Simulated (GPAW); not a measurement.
Here is a GPAW 26.7.0 calculation.

File run.py:

```python
from ase import Atoms
from ase.dft.bandgap import bandgap
from ase.io import write
from ase.units import GPa
from gpaw import GPAW, PW, setup_paths

setup_paths.insert(0, '.')

atoms = Atoms(['Pt', 'S', 'S'],
              cell=[[3.5432, 0.0, 0.0],
                    [-1.7716, 3.0685012107, 0.0],
                    [0.0, 0.0, 5.0388]],
              scaled_positions=[[0.0, 0.0, 0.0],
                                [0.6666666667, 0.3333333333, 0.773],
                                [0.3333333333, 0.6666666667, 0.227]],
              pbc=True)

calc = GPAW(mode=PW(600),
            xc='PBEsol',
            kpts={'size': (9, 9, 5), 'gamma': True},
            occupations={'name': 'fermi-dirac', 'width': 0.05},
            nbands=26,
            convergence={'density': 1e-05, 'energy': 1e-05},
            maxiter=150,
            txt='gpaw.txt')
atoms.calc = calc
energy = atoms.get_potential_energy()
forces = atoms.get_forces()
stress = atoms.get_stress()
calc.write('gs.gpw')
write('result.traj', atoms)
print(f'Energy: {energy:.6f} eV')
print('Forces (eV/A):')
print(forces.round(4))
print('Stress (GPa):', (stress / GPa).round(3))
print('Fermi level:', round(calc.get_fermi_level(), 4), 'eV')
print(f'Gap: {bandgap(calc)[0]:.4f} eV, direct: {bandgap(calc, direct=True)[0]:.4f} eV')

path = atoms.cell.bandpath('GMKGALHA,LM,KH', npoints=60, eps=1e-4)
bs_calc = calc.fixed_density(kpts=path, symmetry='off', nbands=40,
                             convergence={'bands': 'CBM+6.0', 'eigenstates': 1e-6}, txt='bands.txt')
bs = bs_calc.band_structure()
bs.write('bs.json')
print(f'Gap on the path: {bandgap(bs_calc)[0]:.4f} eV')
```

Potentials or basis: PAW data sets generated in the run's folder for this functional, pw.

Command:

```console
$ gpaw-setup -f PBEsol Pt S
$ OMP_NUM_THREADS=1 python run.py
```

**Question.** Estimate the band gap along the path.

**Answer.** 0.93 eV, indirect (least direct gap 1.48 eV).

**Question.** What does it give for the pressure?

**Answer.** 6.4 GPa.

Stress tensor (GPa, compression positive):
```
6.62 0.00 0.00
0.00 6.62 0.00
0.00 0.00 5.88
```

Caveat: spin-orbit coupling is left out, which moves the levels of the heavy elements. Expect the measured gap to be larger: semilocal functionals such as PBEsol lack the derivative discontinuity.
